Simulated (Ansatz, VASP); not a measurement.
## NaI: VASP beside Ansatz

INCAR

```
PREC     = Accurate       # precision mode
ENCUT    = 520            # plane-wave cutoff, eV
EDIFF    = 1E-6           # SCF threshold, eV
ISMEAR   = 0              # smearing method
SIGMA    = 0.02           # smearing width, eV
LREAL    = False          # projectors in reciprocal space
LASPH    = True           # aspherical terms in the spheres
NELM     = 80             # most SCF steps
ALGO     = Normal         # electronic algorithm
ISIF     = 2              # what is computed and relaxed
LWAVE    = False          # write WAVECAR
LCHARG   = False          # write CHGCAR
GGA      = PE             # functional
NBANDS   = 14             # bands
```

Contents of KPOINTS:

```
regular mesh
0
Gamma
  6 6 6
```

POSCAR

```
NaI
1.0
    0.0000000000      3.2964167559      3.2964167559
    3.2964167559      0.0000000000      3.2964167559
    3.2964167559      3.2964167559      0.0000000000
Na I
1 1
Direct
    0.0000000000      0.0000000000      0.0000000000
    0.5000000000      0.5000000000      0.5000000000
```

Input for Ansatz:

```yaml
crystal:
  lattice:
    - [0.0, 3.2964168306, 3.2964168306]
    - [3.2964168306, 0.0, 3.2964168306]
    - [3.2964168306, 3.2964168306, 0.0]
  atoms:
    - { symbol: Na, position: [0.0, 0.0, 0.0] }
    - { symbol: I, position: [0.5, 0.5, 0.5] }
basis:
  ecutwfc: 420
kpoints:
  mp_grid: { grid: [6, 6, 6] }
hamiltonian:
  xc: pbe
scf:
  occupations: { method: gaussian, width: 0.02 }
output:
  forces: true
  stress: true
  eigenvalues: true
```

Alike in both runs: task single point; functional PBE; k mesh 6 × 6 × 6; occupations gaussian, width 0.02 eV; no spin polarisation.

|  | VASP | Ansatz |
| --- | --- | --- |
| version | VASP 6.6.1 | Ansatz 0.2.0 |
| potentials or method | VASP PAW PBE potentials, release 64 (Na_pv, I) | scalar-relativistic, plane waves, PAW |
| plane-wave cutoff (eV) | 520 | 420 |
| valence electrons in the cell | 14 | 26 |

```tsv
	VASP	Ansatz	Ansatz less VASP
gap on the k mesh at the Fermi level (eV)	3.50	3.50	+0.003
least direct gap on the mesh (eV)	3.50	3.50	+0.003
pressure (GPa)	-0.4	-0.4	-0.01
```

The two sets of potentials don't hold the same shells in valence.

Caveats: spin-orbit coupling is left out, which moves the levels of the heavy elements. As with any semilocal functional, this PBE gap is likely too small.
